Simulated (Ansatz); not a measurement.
**Tb (bcc)**

Method: PBE, scalar-relativistic; collinear spin; PAW, 420 eV, Γ-centred 14×14×14 mesh, 0.05 eV Gaussian smearing; code Ansatz; PAW files: Ansatz's generated set soft_2.

```
Tb
1.0
    -2.01845    2.01845    2.01845
     2.01845   -2.01845    2.01845
     2.01845    2.01845   -2.01845
Tb
1
Direct
  0.00000 0.00000 0.00000
```

At room temperature and ambient pressure Tb is hcp.

Magnetic state: ferromagnetic, site spin moments Tb 5.91 μB.

Q: Which orbitals carry the states at the Fermi level, and how many states are there?

A: Within 0.1 eV of it: Tb 4f 73 %, Tb 5d 26 % (shares among the projected shells). The density of states at the Fermi level is about 6.4 states/eV per cell, averaged over 0.3 eV.

Density of states (tetrahedra, averaged over 0.3 eV; states/eV per cell of 1 atom; energy in eV from the Fermi level; projections on Löwdin-orthogonalised atomic orbitals, summed over sites):

```
    E  total  Tb 4f down  Tb 4f up  Tb 5d up  Tb 5d down  Tb 6s
-5.20    0.0         0.0       0.0       0.0         0.0    0.0
-4.90    0.0         0.0       0.0       0.0         0.0    0.0
-4.60    0.0         0.0       0.0       0.0         0.0    0.0
-4.30    9.4         0.0       9.2       0.0         0.0    0.1
-4.00   10.8         0.0      10.7       0.0         0.0    0.1
-3.70    0.2         0.0       0.0       0.0         0.0    0.1
-3.40    1.9         0.0       1.7       0.0         0.0    0.1
-3.10    1.8         0.0       1.6       0.0         0.0    0.1
-2.80    0.3         0.0       0.0       0.1         0.0    0.2
-2.50    0.4         0.0       0.0       0.1         0.0    0.2
-2.20    0.6         0.0       0.0       0.3         0.1    0.2
-1.90    0.7         0.0       0.0       0.3         0.1    0.2
-1.60    0.9         0.0       0.0       0.4         0.3    0.2
-1.30    1.2         0.0       0.0       0.6         0.3    0.1
-1.00    1.1         0.0       0.0       0.4         0.5    0.1
-0.70    1.0         0.1       0.0       0.3         0.6    0.1
-0.40    2.0         1.2       0.0       0.3         0.4    0.0
-0.10    5.7         4.0       0.0       1.2         0.4    0.0
 0.20    8.6         6.9       0.0       1.3         0.3    0.1
 0.50    5.9         3.8       0.0       1.0         0.9    0.1
 0.80    8.4         6.5       0.0       0.7         1.0    0.1
 1.10    1.9         0.3       0.0       0.5         0.9    0.1
 1.40    1.6         0.2       0.0       0.4         0.8    0.1
 1.70    0.8         0.1       0.0       0.1         0.5    0.0
 2.00    0.7         0.0       0.0       0.2         0.4    0.0
 2.30    0.7         0.0       0.0       0.4         0.3    0.0
 2.60    0.6         0.0       0.0       0.5         0.1    0.0
 2.90    0.8         0.0       0.0       0.5         0.2    0.0
 3.20    1.1         0.0       0.0       0.7         0.4    0.0
 3.50    1.3         0.0       0.0       0.8         0.5    0.0
 3.80    1.3         0.0       0.0       0.7         0.5    0.0
 4.10    1.6         0.0       0.0       0.8         0.7    0.1
 4.40    2.8         0.0       0.0       1.7         0.7    0.2
 4.70    1.5         0.0       0.0       0.5         0.7    0.1
 5.00    1.2         0.0       0.0       0.2         0.7    0.1
 5.30    2.3         0.0       0.0       0.2         1.6    0.3
 5.60    1.1         0.0       0.0       0.2         0.6    0.2
 5.90    0.7         0.0       0.0       0.2         0.2    0.1
```

Without a U the open 4f shell is pinned at the Fermi level, an artefact: in the real crystal it splits into occupied and empty levels away from it, and its large orbital moment is missing here. Spin–orbit coupling, which matters for such heavy elements, is left out. The run wasn't fully tested for a lower electronic state. The order of the orbitals lowers the symmetry, along an axis that is one of several equivalent ones. Site moments are of spin, integrated over atomic spheres. No antiparallel order was tried.

A lower state of the open shells can't be excluded, and forces and pressures are less sure for it.
